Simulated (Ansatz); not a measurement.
CdTe: a prediction, then the measurements

Method: DFT PBE, scalar-relativistic, plane waves, PAW (Ansatz).

Plane waves to 420 eV, a k mesh through Γ of 10×10×10 on the computed 2-atom cell and Gaussian smearing (0.02 eV); no spin polarisation.

Relaxed structure:

```cif
data_structure
_symmetry_space_group_name_H-M 'P 1'
_symmetry_Int_Tables_number 1
_cell_length_a 4.6799
_cell_length_b 4.6799
_cell_length_c 4.6799
_cell_angle_alpha 60.000
_cell_angle_beta 60.000
_cell_angle_gamma 60.000
_cell_volume 72.48
loop_
_atom_site_label
_atom_site_type_symbol
_atom_site_fract_x
_atom_site_fract_y
_atom_site_fract_z
_atom_site_occupancy
Cd1 Cd 0.00000 0.00000 0.00000 1
Te1 Te 0.75000 0.75000 0.75000 1
```

```json
{
 "Space group": "F-43m (No. 216)",
 "Volume per atom": "36.24 Å³",
 "Formation energy from the elements' standard states (uncorrected)": "-0.464 eV/atom",
 "Kohn–Sham band gap": "0.59 eV, direct at Γ",
 "Orbital (Löwdin) character of the top 1 eV of the valence band": "Te 5p 92 %, unprojected 4 %",
 "Orbital (Löwdin) character of the lowest 1 eV of the conduction band": "Cd 5s 52 %, Te 5p 29 %, Te 5s 16 %",
 "Electron masses at the edge by direction of the standard setting (m_e; one valley, along these axes only; no spin-orbit coupling)": "x: 0.055; y: 0.055; z: 0.055",
 "Hole masses at the edge by direction of the standard setting (m_e; one valley, along these axes only; no spin-orbit coupling)": "x: 0.57, 0.57, 0.056; y: 0.57, 0.57, 0.056; z: 0.57, 0.57, 0.056",
 "Bader charge by site (e)": "Cd (1 in the cell) 0.53, Te (1 in the cell) -0.53"
}
```

Spin-orbit coupling is left out, which matters for the bands of heavy elements.

**Against measurements.**

Measured lattice constant a of CdTe: 6.477 Å (300 K; a printed reference work (data compilation)). This calculation gives 6.618 Å (+2.2 %). The calculation is for 0 K without zero-point motion. Against the measured band gap of CdTe, 1.44 eV (direct; 300 K; a printed reference work (data compilation)), the calculated 0.59 eV is off by -0.85 eV. Kohn–Sham gaps of semilocal functionals fall short of measured ones as a rule; spin-orbit coupling, left out here, usually narrows the gap of heavy-element compounds and can turn the error's sign.

It was relaxed from a cell as deposited in COD. Löwdin shares on free-atom orbitals overweight diffuse shells in the empty bands.
